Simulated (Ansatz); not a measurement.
Co (omega type), DFT, PBE, all-electron LAPW, scalar-relativistic (Ansatz 0.2.0), on 2 threads of Arm Neoverse N1 (shared host).

Command: `ansatz run input.yaml --threads 2 --pin off --max-ram 6144MiB --backend cpu --events-out ev --progress --plain --runs-dir out`

```yaml
crystal:
  lattice:
    - [3.631335663, 0.0, 0.0]
    - [-1.8156678315, 3.1448289338, 0.0]
    - [0.0, 0.0, 2.2067168637]
  atoms:
    - { symbol: Co, position: [0.0, 0.0, 0.0], spin: 1.7 }
    - { symbol: Co, position: [0.3333333333, 0.6666666667, 0.5], spin: 1.7 }
    - { symbol: Co, position: [0.6666666667, 0.3333333333, 0.5], spin: 1.7 }
magnetization:
  spin_polarized: true
kpoints:
  mp_grid: { grid: [10, 10, 14] }
scf:
  occupations: { method: fermi_dirac, width: 0.05 }
hamiltonian:
  xc: pbe
  pseudopotentials: { kind: all_electron, lapw: { basis_error: 0.001 } }
output:
  forces: true
  stress: true
  eigenvalues: true
  populations: true
```

Problem. How large is the problem that the program sets up?

Solution. 112 irreducible k-points, 571 plane waves at Γ, 34 bands.

Problem. About how long does it take, and how much memory?

Solution. 2.3 min of wall time for 11 SCF iterations, with a peak of 0.93 GiB. Times on shared machines scatter by tens of per cent.
